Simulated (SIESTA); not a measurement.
## Hf under changes of volume

One of the cells (22.380 Å³/atom); the others are scaled copies at fixed shape and fractional positions:

```xyz
2
Lattice="3.1967 0.0000 0.0000 -1.5983 2.7684 0.0000 0.0000 0.0000 5.0578" Properties=species:S:1:pos:R:3 pbc="T T T"
Hf    1.5984    0.9228    3.7934
Hf    0.0000    1.8456    1.2645
```

```yaml
Program: SIESTA 5.4.2
Functional: PBE
Potentials_or_basis: PseudoDojo 0.4 standard (PBE files)
Basis: SZ (energy shift 0.002 Ry)
Grid_cutoff: 800 Ry
Energy_shift: 0.002 Ry
k_mesh: 10 × 10 × 5
Occupations: fermi-dirac, width 0.05 eV
Spin: no spin polarisation
```

```csv
volume (Å³/atom),energy over the lowest point (meV/atom),pressure (GPa)
21.037,0.00,-2.4
21.485,10.78,-5.2
21.933,28.99,-7.7
22.380,53.60,-9.9
22.828,84.24,-12.0
23.276,120.35,-13.8
23.723,?,?
```

Q: What does the run at 23.723 Å³/atom give?

A: Energy over the lowest point 161.14 meV/atom; pressure -15.3 GPa.

Worked out: A Birch-Murnaghan fit of order 3 (a polynomial in V^(-2/3)) to the other rows has its minimum at 20.67 Å³/atom, just outside them, with B0 = V·E''(V) = 144 GPa and B' = 3.6 at fixed shape and positions, which overstates the stiffness. It gives 161.20 meV/atom at 23.723 Å³/atom, against the run's 161.14, and -dE/dV = -15.5 GPa, against -15.3.

Energies are extrapolated to zero smearing.

Caveats: the basis has no polarisation orbitals; short orbitals over semicore shells can move pressures by several GPa; the basis of atomic orbitals isn't converged, which shifts pressures, moduli and gaps.
